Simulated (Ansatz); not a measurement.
# NbN: the cost of one run

Computed with Ansatz 0.2.0 (DFT, PBE, plane-wave PAW, default files, scalar-relativistic, frozen cores, as far as a step names no other, unless a step's input says otherwise).

**1. The system as given**

Symmetry: Fm-3m, No. 225, cubic system. The conventional cell has a = 4.389 Å, b = 4.389 Å, c = 4.389 Å, α = 90.00°, β = 90.00°, γ = 90.00°. Around Nb (site symmetry m-3m) lie 6 N at 2.19 Å. N (site symmetry m-3m) has 6 Nb at 2.19 Å as nearest neighbours.

Coordinates:

```
Nb N
1.0
     0.00000    2.19450    2.19450
     2.19450    0.00000    2.19450
     2.19450    2.19450    0.00000
Nb N
1 1
Direct
  0.50000 0.50000 0.50000
  0.00000 0.00000 0.00000
```

The earlier run gave: no gap over 0.1 eV on the mesh, largest force 0.000 eV/Å, pressure 7.1 GPa.

Like atoms gathered into sites:

| site | atoms | first shell | V_zz (10²¹ V/m²) | η | C_Q (MHz) |
| --- | --- | --- | --- | --- | --- |
| Nb | 1 | 6 N at 2.19 Å | 0.00 | – | 0 (⁹³Nb) |
| N | 2 | 6 Nb at 2.19 Å | 0.00 | – | 0 (¹⁴N) |

Conventions: |V_zz| ≥ |V_yy| ≥ |V_xx|, η = (V_xx − V_yy)/V_zz, C_Q = eQV_zz/h. Quadrupole moments are those of Pyykkö's year-2017 table.

**2. Denser k-mesh and wider smearing, since the run found no gap**

Contents of input.yaml:

```yaml
crystal:
  lattice:
    - [0.0, 2.1945, 2.1945]
    - [2.1945, 0.0, 2.1945]
    - [2.1945, 2.1945, 0.0]
  atoms:
    - { symbol: Nb, position: [0.5, 0.5, 0.5], spin: 2.0 }
    - { symbol: "N", position: [0.0, 0.0, 0.0] }
magnetization:
  spin_polarized: true
kpoints:
  mp_grid: { grid: [18, 18, 18] }
scf:
  occupations: { method: fermi_dirac, width: 0.05 }
hamiltonian:
  xc: pbe
  pseudopotentials: { kind: paw, frozen_core: stored }
output:
  forces: true
  stress: true
  populations: true
  efg: { quadrupole_moments_barn: { Nb: -0.32, "N": 0.02044 } }
  write_density: true
  write_potential: true
  elf: true
  volumetric_format: npy
```

On the command line:

```
ansatz run input.yaml --threads 1 --pin off --max-ram 3072MiB --backend cpu --events-out ev --progress --plain --runs-dir out
```

What time and memory should one allow on 1 thread of Intel Xeon at 2.50GHz (Skylake/Cascade Lake), shared host?

About 31 s, with a peak of 0.46 GiB.
